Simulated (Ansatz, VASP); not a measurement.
Given: the input of a run of VASP 6.6.1 on TePb. 

Contents of INCAR:

```
SYSTEM = TePb
PREC = Accurate
ENCUT = 600
EDIFF = 1E-6
ISMEAR = -1
SIGMA = 0.05
LREAL = .FALSE.
LASPH = .TRUE.
NELM = 100
ALGO = Fast
ISIF = 3
LWAVE = .FALSE.
LCHARG = .FALSE.
GGA = RP
IBRION = 2
NSW = 40
EDIFFG = -0.02
```

The input KPOINTS:

```
Automatic mesh
0
G
  7 7 7
  0 0 0
```

File POSCAR:

```
TePb
1.0
    0.0000000000      3.2310000000      3.2310000000
    3.2310000000      0.0000000000      3.2310000000
    3.2310000000      3.2310000000      0.0000000000
Pb Te
1 1
Direct
    0.0000000000      0.0000000000      0.0000000000
    0.5000000000      0.5000000000      0.5000000000
```

Potentials or basis: VASP PAW PBE potentials, release 64 (Pb_d, Te).

Run with:

```sh
$ cat potpaw_PBE.64/Pb_d/POTCAR potpaw_PBE.64/Te/POTCAR > POTCAR
$ mpirun -np 1 vasp_std > vasp.out
```

Q: Set up the same calculation for Ansatz 0.2.0. Potentials or basis there: Ansatz PAW, cutoff 420 eV.

A: As run (cutoffs and basis follow the program's own potentials, and thresholds, step limits or extra output files can differ):

Contents of input.yaml:

```yaml
crystal:
  lattice:
    - [0.0, 3.231, 3.231]
    - [3.231, 0.0, 3.231]
    - [3.231, 3.231, 0.0]
  atoms:
    - { symbol: Pb, position: [0.0, 0.0, 0.0] }
    - { symbol: Te, position: [0.5, 0.5, 0.5] }
hamiltonian:
  xc: rpbe
  pseudopotentials: { kind: paw }
kpoints:
  mp_grid: { grid: [7, 7, 7] }
scf:
  occupations: { method: fermi_dirac, width: 0.05 }
output:
  forces: true
  stress: true
relax:
  f_tol: 0.01
  max_steps: 40
  cell: { stress_tol: 0.05 }
```

Potentials or basis: Ansatz PAW.

Command:

```bash
$ ansatz run input.yaml --threads 2 --pin off --max-ram 5120MiB --backend cpu --events-out ev --progress --plain --runs-dir out
```

Both were run:

|  | VASP | Ansatz |
| --- | --- | --- |
| Relaxed volume | 36.79 Å³/atom | 36.84 Å³/atom |
| Relaxed cell | a = 4.704 Å, b = 4.704 Å, c = 4.704 Å, α = 60.00°, β = 60.00°, γ = 60.00° | a = 4.706 Å, b = 4.706 Å, c = 4.706 Å, α = 60.00°, β = 60.00°, γ = 60.00° |
| Space group after relaxing | Fm-3m (No. 225) | Fm-3m (No. 225) |
| Pressure after relaxing | 0.0 GPa | 0.0 GPa |

Ansatz's pressure holds a Pulay term of +0.02 GPa for its cutoff of 420 eV, which the other run lacks.

The potentials hold 20 and 30 valence electrons a cell.

VASP's potentials were made for PBE. Ansatz's potentials were made for PBE.

Where Ansatz's input types no cutoff or centring, it takes its own default and a Γ-centred mesh.

Pressure is positive in compression.
